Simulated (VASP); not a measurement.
# Cu (Fm-3m) in VASP: notebook

Aim: see how the results for Cu move with the level of theory and the settings. Levels: LDA, r2SCAN. Tasks: band structure.

Program: VASP 6.6.1. These are calculated values, not measurements. Logs are shortened: lines on timing, memory, paths and dates and some standing lists are left out, and cuts for length are marked.

## Step 1: The structure

Symmetry: Fm-3m, No. 225, cubic system. Conventional cell: a = 3.570 Å, b = 3.570 Å, c = 3.570 Å, α = 90.00°, β = 90.00°, γ = 90.00°. Cu (site symmetry m-3m) is surrounded by 12 Cu at 2.52 Å.

## Step 2: Band structure, LDA

INCAR reads:

```
SYSTEM = Cu
PREC     = Accurate       ! precision mode
ENCUT    = 520            ! plane-wave cutoff, eV
EDIFF    = 1E-6           ! SCF threshold, eV
ISMEAR   = 1              ! smearing method
SIGMA    = 0.1            ! smearing width, eV
LREAL    = .FALSE.        ! projectors in reciprocal space
LASPH    = .TRUE.         ! aspherical terms in the spheres
NELM     = 80             ! most SCF steps
ALGO     = Normal         ! electronic algorithm
ISIF     = 2              ! what is computed and relaxed
LWAVE    = .FALSE.        ! write WAVECAR
LCHARG   = .FALSE.        ! write CHGCAR
LMAXMIX  = 4              ! l up to which the mixer works
```

KPOINTS reads:

```
Automatic mesh
0
G
  18 18 18
  0 0 0
```

POSCAR reads:

```
Cu                                      
1.0
    0.0000000000      1.7848606275      1.7848606275
    1.7848606275      0.0000000000      1.7848606275
    1.7848606275      1.7848606275      0.0000000000
  Cu            
     1
Direct
     0.0000000000000000    0.0000000000000000    0.0000000000000000
```

KPOINTS_OPT reads:

```
explicit points
202
Reciprocal
 0.0000000000  0.0000000000  0.0000000000 1
 0.0555555556  0.0000000000  0.0555555556 1
 0.1111111111  0.0000000000  0.1111111111 1
 0.1666666667  0.0000000000  0.1666666667 1
 0.2222222222  0.0000000000  0.2222222222 1
 0.2777777778  0.0000000000  0.2777777778 1
[... 194 lines left out ...]
 0.4928804700  0.0071195300  0.5000000000 1
 0.5071195300 -0.0071195300  0.5000000000 1
```

Potentials or basis: VASP PAW LDA potentials, release 64 (Cu).

Run with:

```
cat potpaw_LDA.64/Cu/POTCAR > POTCAR
mpirun -np 1 vasp_std > vasp.out
```

OUTCAR:

```text
SYSTEM = Cu
   PREC = Accurate
   ENCUT = 520
   EDIFF = 1E-6
   ISMEAR = 1
   LREAL = .FALSE.
   LASPH = .TRUE.
   NELM = 80
   ISIF = 2

 ion  position               nearest neighbor table
   1  0.000  0.000  0.000-

  LATTYP: Found a face centered cubic cell.
 ALAT       =     3.5697212550

  Lattice vectors:

 A1 = (   0.0000000000,   1.7848606275,   1.7848606275)
 A2 = (   1.7848606275,   0.0000000000,   1.7848606275)
 A3 = (   1.7848606275,   1.7848606275,   0.0000000000)

Analysis of symmetry for initial positions (statically):
=====================================================================
 Subroutine PRICEL returns:
 Original cell was already a primitive cell.

 Routine SETGRP: Setting up the symmetry group for a
 face centered cubic supercell.

 Subroutine GETGRP returns: Found 48 space group operations
 (whereof 48 operations were pure point group operations)
 out of a pool of 48 trial point group operations.

The static configuration has the point symmetry O_h .

Analysis of symmetry for dynamics (positions and initial velocities):
=====================================================================
 Subroutine PRICEL returns:
 Original cell was already a primitive cell.

 Routine SETGRP: Setting up the symmetry group for a
 face centered cubic supercell.

 Subroutine GETGRP returns: Found 48 space group operations
 (whereof 48 operations were pure point group operations)
 out of a pool of 48 trial point group operations.

The dynamic configuration has the point symmetry O_h .

 Subroutine INISYM returns: Found 48 space group operations
 (whereof 48 operations are pure point group operations),
 and found     1 'primitive' translations

----------------------------------------------------------------------------------------

                                     Primitive cell

  volume of cell :      11.3722

  direct lattice vectors                    reciprocal lattice vectors
     0.000000000  1.784860628  1.784860628    -0.280133918  0.280133918  0.280133918
     1.784860628  0.000000000  1.784860628     0.280133918 -0.280133918  0.280133918
     1.784860628  1.784860628  0.000000000     0.280133918  0.280133918 -0.280133918

  length of vectors
     2.524174106  2.524174106  2.524174106     0.485206178  0.485206178  0.485206178

  position of ions in fractional coordinates (direct lattice)
     0.000000000  0.000000000  0.000000000

  ion indices of the primitive-cell ions
   primitive index   ion index
                 1           1

[... 72 lines left out ...]
   LREAL  =      F    real-space projection
   EDIFFG = 0.1E-04   stopping-criterion for IOM
   NSW    =      0    number of steps for IOM
   IBRION =     -1    ionic relax: 0-MD 1-quasi-New 2-CG
   NFREE  =      0    steps in history (QN), initial steepest desc. (CG)
   ISIF   =      2    stress and relaxation
   ISYM   =      2    0-nonsym 1-usesym 2-fastsym
   POTIM  = 0.5000    time-step for ionic-motion
   TEBEG  =    0.0;   TEEND  =   0.0 temperature during run
   PSTRESS=    0.0 pullay stress
   NELECT =      11.0000    total number of electrons
   NUPDOWN=      -1.0000    fix difference up-down
   EMIN   =  10.00;   EMAX   =-10.00  energy-range for DOS
   EFERMI =   0.00;   METHOD = LEGACY
   ISMEAR =     1;   SIGMA  =   0.10  broadening in eV -4-tet -1-fermi 0-gaus
   EFERMI_NEDOS =   21; number of points for ismear=-14 and -15
   IALGO  =     38    algorithm
   IMIX   =      4    mixing-type and parameters
     AMIX     =   0.40;   BMIX     =  1.00
     AMIX_MAG =   1.60;   BMIX_MAG =  1.00
  volume/ion in A,a.u.               =      11.37        76.74
  Fermi-wavevector in a.u.,A,eV,Ry     =   1.619042  3.059546 35.664906  2.621297
  Thomas-Fermi vector in A             =   2.713207
   LORBIT       =      0    0 simple, 1 ext, 2 COOP (PROOUT), +10 PAW based schemes
   GGA     = CA    functional components
   LHFCALC =     F    Hartree Fock is set to
   AEXX    =    0.0000 exact exchange contribution
   IVDW    =     0    specifies the selected vdW correction
   LEPSILON=     F    determine dielectric tensor
   LRPA    =     F    only Hartree local field effects (RPA)
 non-spin polarized calculation
 Methfessel and Paxton  Order N= 1 SIGMA  =   0.10
  energy-cutoff  :      520.00
  volume of cell :       11.37
 maximum number of plane-waves:       331
   NGX =  9   NGY =  9   NGZ =  9

 number of electron      11.0000013 magnetization

 Free energy of the ion-electron system (eV)
  ---------------------------------------------------
  ext. energy  EPLUGINS =         0.00000000
  ---------------------------------------------------
  free energy    TOTEN  =        -4.69879757 eV

  energy without entropy =       -4.69876417  energy(sigma->0) =       -4.69878643

 E-fermi :   7.7864     XC(G=0): -13.3242

 val. band max:        7.7512274264   @ k =   0.5000   0.3333   0.1667
 cond. band min:       7.7976482707   @ k =   0.5000   0.1111   0.0000
 fundamental gap:      0.0464208443
 Fermi energy:         7.7863692748

 k-point     1 :       0.0000    0.0000    0.0000
  band No.  band energies     occupation
      1      -1.8178      2.00000
      2       4.6369      2.00000
      3       4.6369      2.00000
      4       4.6369      2.00000
      5       5.5255      2.00000
      6       5.5255      2.00000
      7      30.8044      0.00000
      8      33.5691      0.00000
      9      33.5691      0.00000
[... 265 lines left out ...]
 k-point    24 :      -0.2222    0.0556    0.0000
  band No.  band energies     occupation
      1       0.3038      2.00000
      2       4.3293      2.00000
      3       4.8069      2.00000
      4       4.8474      2.00000
      5       5.4713      2.00000
      6       5.7318      2.00000
      7      21.1147      0.00000
      8      28.2134      0.00000
      9      31.9398      0.00000

 [... further k-points ...]
[... 5 lines left out ...]
  --------------------------------------------------------------------------------------
  -------------------------------------------------------------------------------------
  Total       -0.4555399     -0.4555399     -0.4555399      0.0000000     -0.0000000      0.0000000
  in kB      -64.1791657    -64.1791657    -64.1791657      0.0000000     -0.0000000      0.0000000
  external PRESSURE =     -64.1791657 kB  Pullay stress =       0.0000000 kB

 VOLUME and BASIS-vectors are now :
 -----------------------------------------------------------------------------
  energy-cutoff  :      520.00
  volume of cell :       11.37
      direct lattice vectors                 reciprocal lattice vectors
     0.000000000  1.784860628  1.784860628    -0.280133918  0.280133918  0.280133918
     1.784860628  0.000000000  1.784860628     0.280133918 -0.280133918  0.280133918
     1.784860628  1.784860628  0.000000000     0.280133918  0.280133918 -0.280133918

 POSITION                                       TOTAL-FORCE (eV/Angst)
 -----------------------------------------------------------------------------------
      0.00000      0.00000      0.00000         0.000000     -0.000000     -0.000000
 -----------------------------------------------------------------------------------
    total drift:                               -0.000000     -0.000000     -0.000000

  FREE ENERGIE OF THE ION-ELECTRON SYSTEM (eV)
  ---------------------------------------------------
  free  energy   TOTEN  =        -4.6987975691 eV

  energy  without entropy=       -4.6987641663  energy(sigma->0) =       -4.69878643
```

OSZICAR:

```text
N       E                     dE             d eps       ncg     rms          rms(c)
DAV:   1     0.342269663892E+02    0.34227E+02   -0.56787E+03  3678   0.207E+03
DAV:   2    -0.526281870536E+01   -0.39490E+02   -0.37507E+02  3546   0.195E+02
DAV:   3    -0.569806543422E+01   -0.43525E+00   -0.43374E+00  4215   0.304E+01
[... 17 lines left out ...]
DAV:   7     0.979599484483E+04   -0.36786E-05     3245
DAV:   8     0.979599484440E+04   -0.43393E-06     2914
       N       E                     dE             ncg
DAV:   1     0.940429087636E+05   -0.37235E+04      126
DAV:   2     0.937668387338E+05   -0.27607E+03      126
DAV:   3     0.937645844406E+05   -0.22543E+01      136
DAV:   4     0.937645634916E+05   -0.20949E-01      158
DAV:   5     0.937645633211E+05   -0.17048E-03      137
DAV:   6     0.937645633178E+05   -0.32904E-05      163
DAV:   7     0.937645633178E+05   -0.42273E-07      130
```

Run time: 17 s. Hardware: 1 thread of AMD EPYC 9R45 (Zen 5), shared host; peak memory 0.11 GiB.

What came out:

```
Free energy             : -4.6988 eV
Pressure                : -6.4 GPa
Band gap along the path : none (metal or under the smearing width)
```

Levels at the corners of the path, in eV from the Fermi level:
```
point  band 1  band 2  band 3  band 4  band 5  band 6  band 7  band 8  band 9
    Γ   -9.60   -3.15   -3.15   -3.15   -2.26   -2.26   23.02   25.78   25.78
    X   -5.09   -4.63   -1.67   -1.51   -1.51    1.49    7.42   13.33   13.33
    X   -5.09   -4.63   -1.67   -1.51   -1.51    1.49    7.42   13.33   13.33
    W   -4.32   -3.68   -3.68   -2.31   -1.51    6.37    6.37    8.58    9.09
    W   -4.32   -3.68   -3.68   -2.31   -1.51    6.37    6.37    8.58    9.09
    K   -4.49   -4.24   -2.87   -2.12   -1.72    4.45    5.91    8.13   15.48
    K   -4.49   -4.24   -2.87   -2.12   -1.72    4.45    5.91    8.13   15.48
    Γ   -9.60   -3.15   -3.15   -3.15   -2.26   -2.26   23.02   25.78   25.78
    Γ   -9.60   -3.15   -3.15   -3.15   -2.26   -2.26   23.02   25.78   25.78
    L   -5.30   -3.18   -3.18   -1.66   -1.66   -1.05    3.96   21.52   22.54
    L   -5.30   -3.18   -3.18   -1.66   -1.66   -1.05    3.96   21.52   22.54
    U   -4.49   -4.24   -2.87   -2.12   -1.72    4.45    5.91    8.13   15.48
    U   -4.49   -4.24   -2.87   -2.12   -1.72    4.45    5.91    8.13   15.48
    W   -4.32   -3.68   -3.68   -2.31   -1.51    6.37    6.37    8.58    9.09
    W   -4.32   -3.68   -3.68   -2.31   -1.51    6.37    6.37    8.58    9.09
    L   -5.30   -3.18   -3.18   -1.66   -1.66   -1.05    3.96   21.52   22.54
    L   -5.30   -3.18   -3.18   -1.66   -1.66   -1.05    3.96   21.52   22.54
    K   -4.49   -4.24   -2.87   -2.12   -1.72    4.45    5.91    8.13   15.48
    U   -4.49   -4.24   -2.87   -2.12   -1.72    4.45    5.91    8.13   15.48
    X   -5.09   -4.63   -1.67   -1.51   -1.51    1.49    7.42   13.33   13.33
```

## Step 3: Band structure, r2SCAN

Changes to INCAR since step 2:

```diff
@@ -14 +14,3 @@
 LMAXMIX  = 4              ! l up to which the mixer works
+METAGGA  = R2SCAN         ! meta-GGA
+LMIXTAU  = .TRUE.
```

KPOINTS is that of step 2.

POSCAR is that of step 2.

KPOINTS_OPT is that of step 2.

Potentials or basis: VASP PAW PBE potentials, release 64 (Cu).

Run with:

```
cat potpaw_PBE.64/Cu/POTCAR > POTCAR
mpirun -np 1 vasp_std > vasp.out
```

Run time: 96 s. Hardware: 1 thread of AMD EPYC 9R45 (Zen 5), shared host; peak memory 0.12 GiB.

Results (log left out):

```yaml
Free_energy: -10.8260 eV
Pressure: 1.7 GPa
Band_gap_along_the_path: none (metal or under the smearing width)
```

Levels at the corners of the path, in eV from the Fermi level:
| point | band 1 | band 2 | band 3 | band 4 | band 5 | band 6 | band 7 | band 8 | band 9 |
| --- | --- | --- | --- | --- | --- | --- | --- | --- | --- |
| Γ | -9.93 | -3.21 | -3.21 | -3.21 | -2.35 | -2.35 | 23.74 | 27.07 | 27.07 |
| X | -5.25 | -4.74 | -1.76 | -1.56 | -1.56 | 1.60 | 7.75 | 14.11 | 14.11 |
| X | -5.25 | -4.74 | -1.76 | -1.56 | -1.56 | 1.60 | 7.75 | 14.11 | 14.11 |
| W | -4.46 | -3.78 | -3.78 | -2.39 | -1.56 | 6.66 | 6.66 | 8.81 | 9.78 |
| W | -4.46 | -3.78 | -3.78 | -2.39 | -1.56 | 6.66 | 6.66 | 8.81 | 9.78 |
| K | -4.62 | -4.36 | -2.95 | -2.21 | -1.77 | 4.65 | 6.17 | 8.58 | 16.33 |
| K | -4.62 | -4.36 | -2.95 | -2.21 | -1.77 | 4.65 | 6.17 | 8.58 | 16.33 |
| Γ | -9.93 | -3.21 | -3.21 | -3.21 | -2.35 | -2.35 | 23.74 | 27.07 | 27.07 |
| Γ | -9.93 | -3.21 | -3.21 | -3.21 | -2.35 | -2.35 | 23.74 | 27.07 | 27.07 |
| L | -5.41 | -3.26 | -3.26 | -1.72 | -1.72 | -1.12 | 4.21 | 22.22 | 23.80 |
| L | -5.41 | -3.26 | -3.26 | -1.72 | -1.72 | -1.12 | 4.21 | 22.22 | 23.80 |
| U | -4.62 | -4.36 | -2.95 | -2.21 | -1.77 | 4.65 | 6.17 | 8.58 | 16.33 |
| U | -4.62 | -4.36 | -2.95 | -2.21 | -1.77 | 4.65 | 6.17 | 8.58 | 16.33 |
| W | -4.46 | -3.78 | -3.78 | -2.39 | -1.56 | 6.66 | 6.66 | 8.81 | 9.78 |
| W | -4.46 | -3.78 | -3.78 | -2.39 | -1.56 | 6.66 | 6.66 | 8.81 | 9.78 |
| L | -5.41 | -3.26 | -3.26 | -1.72 | -1.72 | -1.12 | 4.21 | 22.22 | 23.80 |
| L | -5.41 | -3.26 | -3.26 | -1.72 | -1.72 | -1.12 | 4.21 | 22.22 | 23.80 |
| K | -4.62 | -4.36 | -2.95 | -2.21 | -1.77 | 4.65 | 6.17 | 8.58 | 16.33 |
| U | -4.62 | -4.36 | -2.95 | -2.21 | -1.77 | 4.65 | 6.17 | 8.58 | 16.33 |
| X | -5.25 | -4.74 | -1.76 | -1.56 | -1.56 | 1.60 | 7.75 | 14.11 | 14.11 |

Caveat: the PAW data sets were made with another functional, which shifts forces and pressure a little.
